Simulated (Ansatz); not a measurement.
Deforming ZrB$_{2}$

```
CELL_PARAMETERS angstrom
3.16500 0.00000 0.00000
-1.58250 2.74097 0.00000
0.00000 0.00000 3.52000
ATOMIC_POSITIONS crystal
Zr 0.00000 0.00000 0.00000
B 0.33333 0.66667 0.50000
B 0.66667 0.33333 0.50000
```

Atoms are numbered in the order listed.

The cell is COD entry 1510856, as deposited and not checked against the literature; nothing was relaxed.

These are results of DFT, PBE, all-electron LAPW, scalar-relativistic in Ansatz 0.2.0, not measurements.

Settings: a Γ-centred 12×12×9 k mesh, Fermi–Dirac smearing of 0.05 eV, basis error target 1 meV/atom, no spin polarisation.

The unchanged cell is at 2.43 GPa.

In a metal, stresses and small energies carry noise from the k mesh.

x, y and z are the Cartesian axes of the cell as listed; fractional coordinates follow a strain, and an engineering shear is twice the off-diagonal strain component.

Q: One change gave: energy change +10 meV/atom; stress change (xx, yy, zz, yz, xz, xy) 0.31, 0.29, 0.42, -5.02, -5.03, -5.15 GPa, compression positive; change of the force on B3 (-0.040, -0.005, 0.007) eV/Å. Which change was it?
A. equal xy, yz and zx engineering shear strains of -2 %
B. equal xy, yz and zx engineering shear strains of -3 %
C. equal xy, yz and zx engineering shear strains of -1 %
D. equal xy, yz and zx engineering shear strains of +3 %
E. equal xy, yz and zx engineering shear strains of +2 %
F. equal xy, yz and zx engineering shear strains of +1 %

A: E. For equal xy, yz and zx engineering shear strains of -3 %: energy change +23 meV/atom; stress change (xx, yy, zz, yz, xz, xy) 0.72, 0.64, 1.00, 8.01, 8.03, 8.18 GPa, compression positive; change of the force on B2 (-0.077, 0.010, -0.019) eV/Å. For equal xy, yz and zx engineering shear strains of -1 %: energy change +3 meV/atom; stress change (xx, yy, zz, yz, xz, xy) 0.08, 0.07, 0.11, 2.59, 2.59, 2.67 GPa, compression positive; change of the force on B2 (-0.023, 0.001, -0.002) eV/Å. For equal xy, yz and zx engineering shear strains of -2 %: energy change +10 meV/atom; stress change (xx, yy, zz, yz, xz, xy) 0.32, 0.29, 0.44, 5.27, 5.27, 5.40 GPa, compression positive; change of the force on B2 (-0.048, 0.004, -0.008) eV/Å. For equal xy, yz and zx engineering shear strains of +1 %: energy change +2 meV/atom; stress change (xx, yy, zz, yz, xz, xy) 0.08, 0.07, 0.11, -2.53, -2.53, -2.61 GPa, compression positive; change of the force on B3 (-0.021, -0.001, 0.002) eV/Å. For equal xy, yz and zx engineering shear strains of +3 %: energy change +22 meV/atom; stress change (xx, yy, zz, yz, xz, xy) 0.69, 0.66, 0.93, -7.46, -7.49, -7.62 GPa, compression positive; change of the force on B3 (-0.057, -0.010, 0.015) eV/Å.
